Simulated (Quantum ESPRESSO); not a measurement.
Input of a Quantum ESPRESSO 7.5 run:

Contents of pw.in:

```
&CONTROL
  calculation = 'vc-relax'
  prefix = 'pwscf'
  outdir = './tmp'
  pseudo_dir = './pseudo'
  tprnfor = .true.
  tstress = .true.
  disk_io = 'low'
  nstep = 40
  forc_conv_thr = 0.0004
  etot_conv_thr = 1d-05
/
&SYSTEM
  ibrav = 0
  A = 3.62929627
  nat = 2
  ntyp = 2
  ecutwfc = 63
  ecutrho = 506
  nbnd = 14
  occupations = 'smearing'
  smearing = 'fd'
  degauss = 0.00367493
/
&ELECTRONS
  conv_thr = 4d-10
  electron_maxstep = 120
  mixing_beta = 0.5
/
&IONS
  ion_dynamics = 'bfgs'
/
&CELL
  cell_dynamics = 'bfgs'
  press = 20
  press_conv_thr = 0.3
/
ATOMIC_SPECIES
Sr    87.6200 Sr_pbe_v1.uspp.F.UPF
O     15.9990 O.pbe-n-kjpaw_psl.0.1.UPF
CELL_PARAMETERS alat
   0.0000000000    0.7071067802    0.7071067802
   0.7071067802    0.0000000000    0.7071067802
   0.7071067802    0.7071067802    0.0000000000
ATOMIC_POSITIONS alat
Sr     0.7071067802    0.7071067802    0.7071067802
O      0.0000000000    0.0000000000    0.0000000000
K_POINTS automatic
9 9 9 0 0 0
```

Potentials or basis: SSSP 1.3 efficiency PBE.

The run is started by

```sh
$ OMP_NUM_THREADS=1 pw.x -in pw.in > pw.out
```

Predict the relaxed cell.

a = 3.644 Å, b = 3.644 Å, c = 3.644 Å, α = 60.00°, β = 60.00°, γ = 60.00°.

What does it give for the band gap on the k mesh?

3.37 eV, indirect (least direct gap 3.46 eV).

What does it give for the space group after relaxing (to 0.05 Å)?

Fm-3m (No. 225).

The path:
```csv
step,energy change (eV),largest force (eV/Å),pressure (GPa),volume (Å³)
1,0.0000,0.0000,3.13,33.80
2,-0.0035,0.0000,2.57,34.00
3,-0.0063,0.0000,2.02,34.20
4,-0.0064,0.0000,2.00,34.20
```

Caveat: an odd mesh through Γ misses points on the zone boundary, where band edges often lie.
